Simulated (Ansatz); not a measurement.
Base system: Sb2Te3 in the Bi2Te3 type structure (space group R-3m, No. 166; a = 4.276 Å, c = 29.825 Å (hexagonal axes)).

All numbers come from plane-wave PAW DFT at the PBE-D3(BJ) level (Ansatz, a first-principles code, 420 eV), no spin-orbit coupling.

For the base:

```
Quantity                         Result
-----------------------------  --------
c/a ratio                         6.975
Shortest interatomic distance  300.5 pm
```

One thing is altered: cell and atoms relaxed at a pressure of 0.3 GPa.

Problem. Predict the new c/a ratio and shortest interatomic distance.

Solution. The c/a ratio falls by 0.0104 (6.975 → 6.964); the shortest interatomic distance falls by 0.3 pm (300.5 pm → 300.2 pm).

Load acts through the strain it causes; cell and atoms are relaxed under it. No phonon test of stability was made.
